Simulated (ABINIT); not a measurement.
# B (P4/mmm) in ABINIT: reference runs

Reference runs on B: the cell as given and a disturbed copy.

Program: ABINIT 10.8.3 (patched build). These are calculated values, not measurements. Logs are shortened: lines on timing, memory, paths and dates and some standing lists are left out, and cuts for length are marked. The log counts tension as positive stress, the text compression.

## Step 1: Starting point

It takes space group P4/mmm (No. 123, tetragonal). Conventional cell: a = 2.346 Å, b = 2.346 Å, c = 1.586 Å, α = 90.00°, β = 90.00°, γ = 90.00°. Around B (site symmetry 4/mmm) lie 2 B at 1.59 Å.

The cell was built by a generator and needn't be a form met in nature.

## Step 2: Single point, PBE

run.abi reads:

```
# Pseudopotentials
pp_dirpath "./"
pseudos "B.GGA_PBE-JTH.xml"

# Structure
acell 3*1.0 Angstrom
rprim
     2.3461100000     0.0000000000     0.0000000000
     0.0000000000     2.3461100000     0.0000000000
     0.0000000000     0.0000000000     1.5857900000
ntypat 1
znucl 5
natom 1
typat 1
xred
     0.5000000000     0.5000000000     0.5000000000

# Plane-wave basis
ecut 15.0
pawecutdg 30.0
pawxcdev 0
pawovlp 30

# k points
kptopt 1
ngkpt 11 11 16
nshiftk 1
shiftk 0.0 0.0 0.0

# Exchange and correlation
ixc 11

# Bands and occupations
nband 6
occopt 3
tsmear 0.05 eV

# SCF cycle
nstep 100
tolvrs 1.0e-9

# Output
iomode 3
prtwf 0
prteig 0
prtebands 0
enunit 1
prtden 1
prtvha 1
prtvclmb 1
prtpot 1
```

Potentials or basis: JTH PAW PBE v2.0.

Started as:

```sh
> abinit run.abi > log 2>&1
```

run.abo:

```text
.Version 10.8.3 of ABINIT
 Symmetries : space group P4/m m m (#123); Bravais tP (primitive tetrag.)
================================================================================
 Values of the parameters that define the memory need of the present run
     intxc =       0    ionmov =       0      iscf =      17    lmnmax =       8
     lnmax =       4     mgfft =      16  mpssoang =       2    mqgrid =    3001
     natom =       1  nloc_mem =       2    nspden =       1   nspinor =       1
    nsppol =       1      nsym =      16    n1xccc =       1    ntypat =       1
    occopt =       3   xclevel =       2
       mpw =         172          nfft =        3072          nkpt =         189
 PAW method is used; the additional fine FFT grid is defined by:
   mgfftf=        24    nfftf =      9216
================================================================================
================================================================================

--------------------------------------------------------------------------------
------------- Echo of variables that govern the present computation ------------
--------------------------------------------------------------------------------
 -outvars: echo values of preprocessed input variables --------
            acell      1.8897261259E+00  1.8897261259E+00  1.8897261259E+00 Bohr
              amu      1.08110000E+01
             ecut      1.50000000E+01 Hartree
           enunit           1
                       outvar_i_n : Printing only first  50 k-points.
              ixc          11
                       outvar_i_n : Printing only first  50 k-points.
         kptrlatt       11    0    0      0   11    0      0    0   16
          kptrlen      4.79473407E+01
            natom           1
            nband           6
            ngfft          16      16      12
          ngfftdg          24      24      16
             nkpt         189
            nstep         100
             nsym          16
           ntypat           1
                       prtocc : prtvol=0, do not print more k-points.
           occopt           3
        pawecutdg      3.00000000E+01 Hartree
          pawovlp      3.0000000000E+01
         pawxcdev           0
        prtebands           0
           prteig           0
           prtpot           1
         prtvclmb           1
           prtvha           1
            prtwf           0
            rprim      2.3461100000E+00  0.0000000000E+00  0.0000000000E+00
                       0.0000000000E+00  2.3461100000E+00  0.0000000000E+00
                       0.0000000000E+00  0.0000000000E+00  1.5857900000E+00
          spgroup         123
           tolvrs      1.00000000E-09
           tsmear      1.83746611E-03 Hartree
            typat      1
           useylm           1
                       outvars : Printing only first  50 k-points.
           xangst      1.1730550000E+00  1.1730550000E+00  7.9289500000E-01
            xcart      2.2167526806E+00  2.2167526806E+00  1.4983543966E+00
             xred      5.0000000000E-01  5.0000000000E-01  5.0000000000E-01
            znucl        5.00000

================================================================================

 chkinp: Checking input parameters for consistency.

================================================================================
== DATASET  1 ==================================================================

--- !DatasetInfo
iteration_state: {dtset: 1, }
dimensions: {natom: 1, nkpt: 189, mband: 6, nsppol: 1, nspinor: 1, nspden: 1, mpw: 172, }
cutoff_energies: {ecut:  15.0, pawecutdg:  30.0, }
electrons: {nelect:   3.00000000E+00, charge:   0.00000000E+00, occopt:   3.00000000E+00, tsmear:   1.83746611E-03, }
meta: {optdriver: 0, ionmov: 0, optcell: 0, iscf: 17, paral_kgb: 0, }
...

 Exchange-correlation functional for the present dataset will be:
  GGA: Perdew-Burke-Ernzerhof functional - ixc=11
  J.P.Perdew, K.Burke, M.Ernzerhof, PRL 77, 3865 (1996)

 Real(R)+Recip(G) space primitive vectors, cartesian coordinates (Bohr,Bohr^-1):
 R(1)=  4.4335054  0.0000000  0.0000000  G(1)=  0.2255552  0.0000000  0.0000000
 R(2)=  0.0000000  4.4335054  0.0000000  G(2)=  0.0000000  0.2255552  0.0000000
 R(3)=  0.0000000  0.0000000  2.9967088  G(3)=  0.0000000  0.0000000  0.3336994
 Unit cell volume ucvol=  5.8903218E+01 bohr^3
 Angles (23,13,12)=  9.00000000E+01  9.00000000E+01  9.00000000E+01 degrees

 Coarse grid specifications (used for wave-functions):

 getcut: wavevector=  0.0000  0.0000  0.0000  ngfft=  16  16  12
         ecut(hartree)=     15.000   => boxcut(ratio)=   2.06996

 Fine grid specifications (used for densities):

 getcut: wavevector=  0.0000  0.0000  0.0000  ngfft=  24  24  16
         ecut(hartree)=     30.000   => boxcut(ratio)=   2.16546

--- Pseudopotential description ------------------------------------------------
- pspini: atom type   1  psp file is ./B.GGA_PBE-JTH.xml
 Pseudopotential format is: paw10
 basis_size (lnmax)=  4 (lmn_size=  8), orbitals=   0   0   1   1
 Spheres core radius: rc_sph= 1.70616958
 Shapefunction is SIN type: shapef(r)=[sin(pi*r/rshp)/(pi*r/rshp)]**2
 Radius for shape functions =  1.40269776
 Compensation charge density is not taken into account in XC energy/potential

   1.25854815E+01                                ecore*ucvol(ha*bohr**3)
--------------------------------------------------------------------------------

================================================================================

--- !BeginCycle
iteration_state: {dtset: 1, }
solver: {iscf: 17, nstep: 100, nline: 4, wfoptalg: 10, }
tolerances: {tolvrs: 1.00E-09, }
...

     iter   Etot(hartree)      deltaE(h)  residm     nres2
 ETOT  1  -2.8181164229656    -2.818E+00 1.308E+00 2.366E+00
 ETOT  2  -2.8239647454085    -5.848E-03 3.004E-02 2.357E-01
 ETOT  3  -2.8228362673417     1.128E-03 9.243E-03 1.587E-03
 ETOT  4  -2.8228550824823    -1.882E-05 1.079E-03 2.481E-04
 ETOT  5  -2.8228567081114    -1.626E-06 3.316E-04 1.597E-05
 ETOT  6  -2.8228566366756     7.144E-08 3.738E-04 1.362E-06
 ETOT  7  -2.8228566481514    -1.148E-08 1.453E-04 1.680E-08
 ETOT  8  -2.8228566479452     2.062E-10 8.356E-04 1.450E-09
 ETOT  9  -2.8228566479611    -1.590E-11 1.586E-04 9.315E-11

 At SCF step    9       nres2   =  9.31E-11 < tolvrs=  1.00E-09 =>converged.

 Cartesian components of stress tensor (hartree/bohr^3)
  sigma(1 1)=  4.46294958E-05  sigma(3 2)=  0.00000000E+00
  sigma(2 2)=  4.46294958E-05  sigma(3 1)=  0.00000000E+00
  sigma(3 3)= -7.09171050E-05  sigma(2 1)=  0.00000000E+00

--- !ResultsGS
iteration_state: {dtset: 1, }
comment   : Summary of ground state results
lattice_vectors:
- [  4.4335054,   0.0000000,   0.0000000, ]
- [  0.0000000,   4.4335054,   0.0000000, ]
- [  0.0000000,   0.0000000,   2.9967088, ]
lattice_lengths: [   4.43351,    4.43351,    2.99671, ]
lattice_angles: [ 90.000,  90.000,  90.000, ] # degrees, (23, 13, 12)
lattice_volume:   5.8903218E+01
convergence: {deltae: -1.590E-11, res2:  9.315E-11, residm:  1.586E-04, diffor: null, }
etotal    :  -2.82285665E+00
entropy   :   0.00000000E+00
fermie    :   2.09806393E-01
cartesian_stress_tensor: # hartree/bohr^3
- [  4.46294958E-05,   0.00000000E+00,   0.00000000E+00, ]
- [  0.00000000E+00,   4.46294958E-05,   0.00000000E+00, ]
- [  0.00000000E+00,   0.00000000E+00,  -7.09171050E-05, ]
pressure_GPa:  -1.7988E-01
xred      :
- [  5.0000E-01,   5.0000E-01,   5.0000E-01,  B]
cartesian_forces: # hartree/bohr
- [ -0.00000000E+00,  -0.00000000E+00,  -0.00000000E+00, ]
force_length_stats: {min:   0.00000000E+00, max:   0.00000000E+00, mean:   0.00000000E+00, }
...

 Integrated electronic density in atomic spheres:
 ------------------------------------------------
 Atom  Sphere_radius  Integrated_density
    1        1.70617          1.79520103

================================================================================

 ----iterations are completed or convergence reached----

 Mean square residual over all n,k,spin=   35.510E-08; max=  15.862E-05
 reduced coordinates (array xred) for    1 atoms
       0.500000000000      0.500000000000      0.500000000000
 rms dE/dt=  0.0000E+00; max dE/dt=  0.0000E+00; dE/dt below (all hartree)
    1       0.000000000000      0.000000000000      0.000000000000

 cartesian coordinates (angstrom) at end:
    1      1.17305500000000     1.17305500000000     0.79289500000000

 cartesian forces (hartree/bohr) at end:
    1     -0.00000000000000    -0.00000000000000    -0.00000000000000
 frms,max,avg= 0.0000000E+00 0.0000000E+00   0.000E+00  0.000E+00  0.000E+00 h/b

 cartesian forces (eV/Angstrom) at end:
    1     -0.00000000000000    -0.00000000000000    -0.00000000000000
 frms,max,avg= 0.0000000E+00 0.0000000E+00   0.000E+00  0.000E+00  0.000E+00 e/A
 length scales=  1.889726125908  1.889726125908  1.889726125908 bohr
              =  1.000000000000  1.000000000000  1.000000000000 angstroms
 Fermi (or HOMO) energy (eV) =   5.70912   Average Vxc (eV)= -11.00183
 Eigenvalues (   eV  ) for nkpt= 189  k points:
 kpt#   1, nband=  6, wtk=  0.00052, kpt=  0.0000  0.0000  0.0000 (reduced coord)
  -8.28149   10.12765   10.12765   20.02125   21.14433   32.04520
 prteigrs : prtvol=0 or 1, do not print more k-points.

--- !EnergyTerms
iteration_state     : {dtset: 1, }
comment             : Components of total free energy in Hartree
kinetic             :  1.63042077447002E+00
hartree             :  1.75908751390584E-01
xc                  : -1.10334847192365E+00
Ewald energy        : -3.10686345866103E+00
psp_core            :  2.13663736164641E-01
local_psp           : -9.14286916902626E-01
PAW spherical_terms :  2.81722143789109E-01
internal            : -2.82278344167295E+00
'-kT*entropy'       : -7.18236256213702E-05
total_energy        : -2.82285526529857E+00
total_energy_eV     : -7.68138049405406E+01
...

--- !EnergyTermsDC
iteration_state     : {dtset: 1, }
comment             : '"Double-counting" decomposition of free energy'
band_energy         : -4.04564500043443E-02
Ewald energy        : -3.10686345866103E+00
psp_core            :  2.13663736164641E-01
xc_dc               :  9.73743857668197E-02
PAW spherical_terms :  1.34969623984372E-02
internal            : -2.82278482433548E+00
'-kT*entropy'       : -7.18236256213702E-05
total_energy_dc     : -2.82285664796110E+00
total_energy_dc_eV  : -7.68138425647047E+01
...

--- !EnergyTermsWithPAWCore
iteration_state     : {dtset: 1, }
comment             : 'Components of total free energy, including PAW core contributions'
Total energy        : -2.48105936287113E+01
Total energy DC     : -2.48105950113739E+01
Total energy (eV)   : -6.75130646222939E+02
Total energy DC (eV): -6.75130683847103E+02
...

 Cartesian components of stress tensor (hartree/bohr^3)
  sigma(1 1)=  4.46294958E-05  sigma(3 2)=  0.00000000E+00
  sigma(2 2)=  4.46294958E-05  sigma(3 1)=  0.00000000E+00
  sigma(3 3)= -7.09171050E-05  sigma(2 1)=  0.00000000E+00

-Cartesian components of stress tensor (GPa)         [Pressure= -1.7988E-01 GPa]
- sigma(1 1)=  1.31304510E+00  sigma(3 2)=  0.00000000E+00
- sigma(2 2)=  1.31304510E+00  sigma(3 1)=  0.00000000E+00
- sigma(3 3)= -2.08645326E+00  sigma(2 1)=  0.00000000E+00

== END DATASET(S) ==============================================================
================================================================================

 -outvars: echo values of variables after computation  --------
            acell      1.8897261259E+00  1.8897261259E+00  1.8897261259E+00 Bohr
           etotal     -2.8228566480E+00
            fcart     -0.0000000000E+00 -0.0000000000E+00 -0.0000000000E+00
            rprim      2.3461100000E+00  0.0000000000E+00  0.0000000000E+00
                       0.0000000000E+00  2.3461100000E+00  0.0000000000E+00
                       0.0000000000E+00  0.0000000000E+00  1.5857900000E+00
           strten      4.4629495763E-05  4.4629495763E-05 -7.0917104994E-05
                       0.0000000000E+00  0.0000000000E+00  0.0000000000E+00
           xangst      1.1730550000E+00  1.1730550000E+00  7.9289500000E-01
             xred      5.0000000000E-01  5.0000000000E-01  5.0000000000E-01
 Calculation completed.
```

Wall time 3.6 s (1 thread of Arm Neoverse V2, shared host); peak memory 0.08 GiB.

What came out:

| Item | Value |
| --- | --- |
| Free energy | -76.8138 eV |
| Pressure | -0.2 GPa |
| Band gap on the k mesh | none (metal or under the smearing width) |

Stress tensor (GPa, compression positive):
```
-1.31  0.00  0.00
 0.00 -1.31  0.00
 0.00  0.00  2.09
```

Caveat: the atomic spheres overlap.

(Continued in part 2 of 2.)
